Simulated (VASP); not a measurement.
Set up this calculation in VASP 6.6.1, as the native input.

```yaml
Task: single point
Functional: LDA
Potentials_or_basis: VASP PAW LDA potentials, release 64 (Ga_d)
Cutoff: 520 eV
k_mesh: 8 × 8 × 7
Occupations: fermi-dirac, width 0.3 eV
Spin: no spin polarisation
Dipole_correction: no
Further_INCAR_settings: ALGO = Fast; EDIFF = 1e-07; NBANDS = 34
```

The structure of Ga lies in POSCAR:

```
Ga
1.0
    2.2178908173     -3.7419137528      0.0000000000
    2.2178908173      3.7419137528      0.0000000000
    0.0000000000      0.0000000000      4.4249628129
Ga
4
Direct
    0.8443628362      0.1556371638      0.0859373133
    0.6556371638      0.3443628362      0.5859373133
    0.1556371638      0.8443628362      0.9140626867
    0.3443628362      0.6556371638      0.4140626867
```

The input as run:

INCAR

```
SYSTEM = Ga
PREC = Accurate
ENCUT = 520
EDIFF = 1E-7
ISMEAR = -1
SIGMA = 0.3
LREAL = .FALSE.
LASPH = .TRUE.
NELM = 100
ALGO = Fast
ISIF = 2
LWAVE = .FALSE.
LCHARG = .TRUE.
GGA = CA
LELF = .TRUE.
LVHAR = .TRUE.
NBANDS = 34
```

KPOINTS

```
regular mesh
0
G
  8 8 7
  0 0 0
```

Potentials or basis: VASP PAW LDA potentials, release 64 (Ga_d).

Run with:

```bash
$ cat potpaw_LDA.64/Ga_d/POTCAR > POTCAR
$ mpirun -np 1 vasp_std > vasp.out
```

It gave:

```json
{
  "Pressure": "0.7 GPa",
  "Largest force": "0.040 eV/Å",
  "Band gap on the k mesh": "none (metal or under the smearing width)"
}
```

It took 2.3 min on 1 thread of AMD EPYC 9R45 (Zen 5), on a shared host, peak memory 0.22 GiB.
